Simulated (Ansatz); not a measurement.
LiF built on the rocksalt prototype, relaxed with r2SCAN in Ansatz 0.2.0. The symmetry is Fm-3m (No. 225, cubic); a = 3.990 Å in the conventional setting, 7.94 Å³ an atom. Li has 6 F at 1.99 Å; F has 6 Li at 1.99 Å.

The axes x, y and z are those of this cell:
```yaml
crystal:
  lattice:
    - [0.00000, 1.99487, 1.99487]
    - [1.99487, 0.00000, 1.99487]
    - [1.99487, 1.99487, 0.00000]
  atoms:
    - { symbol: Li, position: [0.00000, 0.00000, 0.00000] }
    - { symbol: F, position: [0.50000, 0.50000, 0.50000] }
```

Unstrained: The PBE gap is indirect, 9.347 eV (Γ–K (0.17 of the way from Γ) to Γ), below the direct gap of 9.348 eV at Γ. Least and direct gap differ so little that the kind isn't settled. r2SCAN gives a direct gap of 10.330 eV at Γ. The HSE06 gap is indirect, 11.674 eV (Γ–K (0.17 of the way from Γ) to Γ), below the direct gap of 11.675 eV at Γ. Least and direct gap differ so little that the kind isn't settled. Meshes: PBE 10×10×10, r2SCAN 10×10×10, HSE06 8×8×8. Strains are changes of length per length. After each strain the atoms were relaxed again with r2SCAN in this cell and within any symmetry left, so distortions that break it or need a larger cell weren't tested; points keep the names that they have in the unstrained zone. No spin polarisation and no zero-point or thermal motion.

Problem. Apply epitaxial -4.0 % in the plane normal to [111], free normal strain +1.56 %. How far does the gap move, against the unstrained cell?

Solution. PBE: the gap goes from 9.347 to 9.838 eV (+0.491 eV); least and direct gap lie within 0.04 eV, so its kind isn't settled. r2SCAN: the gap goes from 10.330 to 10.848 eV (+0.518 eV). HSE06: the gap goes from 11.674 to 12.209 eV (+0.535 eV); least and direct gap lie within 0.04 eV, so its kind isn't settled. The r2SCAN energy rises by 16.5 meV an atom.

Problem. For epitaxial +2.0 % in the plane normal to [111], how far does the free direction move, and what happens to the gap?

Solution. The normal strain at zero normal stress is -0.77 %, 0.39 of the in-plane strain with the sign turned. PBE: the gap goes from 9.347 to 8.962 eV (-0.385 eV); least and direct gap lie within 0.04 eV, so its kind isn't settled. r2SCAN: the gap goes from 10.330 to 9.930 eV (-0.400 eV). HSE06: the gap goes from 11.674 to 11.268 eV (-0.406 eV); least and direct gap lie within 0.04 eV, so its kind isn't settled.

Problem. Estimate what epitaxial +1.0 % in the plane normal to [111], free normal strain -0.40 % does to the gap.

Solution. PBE: the gap goes from 9.347 to 9.152 eV (-0.195 eV); least and direct gap lie within 0.04 eV, so its kind isn't settled. r2SCAN: the gap goes from 10.330 to 10.127 eV (-0.203 eV). HSE06: the gap goes from 11.674 to 11.469 eV (-0.205 eV); least and direct gap lie within 0.04 eV, so its kind isn't settled. The r2SCAN energy rises by 0.9 meV an atom.

Problem. Apply epitaxial -2.0 % in the plane normal to [111], free normal strain +0.81 %. How far does the gap move, against the unstrained cell?

Solution. PBE: the gap goes from 9.347 to 9.589 eV (+0.242 eV); the edges go from Γ–K (0.17) → Γ to (0.036, 0.036, 0.068) → Γ. r2SCAN: the gap goes from 10.330 to 10.586 eV (+0.256 eV). HSE06: the gap goes from 11.674 to 11.938 eV (+0.264 eV); least and direct gap lie within 0.04 eV, so its kind isn't settled. The r2SCAN energy rises by 4.0 meV an atom.

Problem. For epitaxial +3.0 % in the plane normal to [111], how far does the free direction move, and what happens to the gap?

Solution. The normal strain at zero normal stress is -1.17 %, 0.39 of the in-plane strain with the sign turned. PBE: the gap goes from 9.347 to 8.779 eV (-0.568 eV); least and direct gap lie within 0.04 eV, so its kind isn't settled. r2SCAN: the gap goes from 10.330 to 9.740 eV (-0.590 eV). HSE06: the gap goes from 11.674 to 11.075 eV (-0.599 eV); least and direct gap lie within 0.04 eV, so its kind isn't settled.

Problem. For epitaxial -1.0 % in the plane normal to [111], how far does the free direction move, and what happens to the gap?

Solution. The normal strain at zero normal stress is +0.42 %, 0.42 of the in-plane strain with the sign turned. PBE: the gap goes from 9.347 to 9.467 eV (+0.120 eV); the edges go from Γ–K (0.17) → Γ to (0.052, 0.052, 0.099) → Γ. r2SCAN: the gap goes from 10.330 to 10.457 eV (+0.127 eV). HSE06: the gap goes from 11.674 to 11.805 eV (+0.131 eV); least and direct gap lie within 0.04 eV, so its kind isn't settled.

Problem. For epitaxial -3.0 % in the plane normal to [111], how far does the free direction move, and what happens to the gap?

Solution. The normal strain at zero normal stress is +1.19 %, 0.40 of the in-plane strain with the sign turned. PBE: the gap goes from 9.347 to 9.713 eV (+0.366 eV); least and direct gap lie within 0.04 eV, so its kind isn't settled. r2SCAN: the gap goes from 10.330 to 10.717 eV (+0.387 eV). HSE06: the gap goes from 11.674 to 12.073 eV (+0.399 eV); least and direct gap lie within 0.04 eV, so its kind isn't settled.

Problem. For epitaxial +4.0 % in the plane normal to [111], how far does the free direction move, and what happens to the gap?

Solution. The normal strain at zero normal stress is -1.58 %, 0.39 of the in-plane strain with the sign turned. PBE: the gap goes from 9.347 to 8.602 eV (-0.745 eV); least and direct gap lie within 0.04 eV, so its kind isn't settled. r2SCAN: the gap goes from 10.330 to 9.557 eV (-0.773 eV). HSE06: the gap goes from 11.674 to 10.888 eV (-0.786 eV); least and direct gap lie within 0.04 eV, so its kind isn't settled.

Where an edge lies off the special points, it is a point of the mesh or the k point where a search put PBE's edge or least direct gap, reused for the other functionals, whose own edges may lie a little apart.

Coordinates of k points refer to the reciprocal vectors of the primitive cell of the runs.

The meshes of the hybrids are coarse, so their gaps aren't converged to the digits shown.
